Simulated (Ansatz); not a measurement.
Runs of Ansatz 0.2.0 on CdTe. It takes space group F-43m (No. 216, cubic). The conventional cell has a = 6.410 Å, b = 6.410 Å, c = 6.410 Å, α = 90.00°, β = 90.00°, γ = 90.00°. Te (site symmetry -43m) is surrounded by 4 Cd at 2.78 Å. Cd (site symmetry -43m) has 4 Te at 2.78 Å as nearest neighbours. 

| task | level | cell | k mesh | cutoff (eV) | smearing | basis error allowed | gap on the mesh (eV) | pressure (GPa) |
| --- | --- | --- | --- | --- | --- | --- | --- | --- |
| single point | PBE | as given | 7 × 7 × 7 | 260 | gaussian 0.016 eV | 0.001 eV/atom | 0.87 | 4.3 |
| elastic constants | LDA | as given | 5 × 5 × 5 | 280 | fermi-dirac 0.05 eV | 0.001 eV/atom | 0.60 | (b) |
| single point | PBE | as given | 7 × 7 × 7 | 260 | gaussian 0.028 eV | 0.001 eV/atom | 0.87 | 4.3 |
| single point | PBE | as given | 5 × 5 × 5 | 229 | fermi-dirac 0.03 eV | 0.003 eV/atom | 0.87 | 4.3 |
| single point | PBE | as given | 7 × 7 × 7 | 260 | gaussian 0.021 eV | 0.001 eV/atom | 0.87 | 4.3 |
| single point | PBEsol | as given | 7 × 7 × 7 | 260 | gaussian 0.1 eV | 0.001 eV/atom | 0.76 | 1.7 |
| relaxation of cell and atoms | BLYP+D4 | relaxed | 7 × 7 × 7 | - | fermi-dirac 0.05 eV | 0.001 eV/atom | (a) | 0.0 |

Alike in all rows: potentials or basis all-electron LAPW, scalar-relativistic; no spin polarisation.

Task: Estimate the missing entries.

Result: (a) 0.57; (b) 0.1.

Caveats: spin-orbit coupling is left out, which moves the levels of the heavy elements; an odd mesh through Γ misses points on the zone boundary, where band edges often lie (some runs).

A k mesh can miss the band edges, and the runs leave out spin-orbit coupling on Cd, Te.
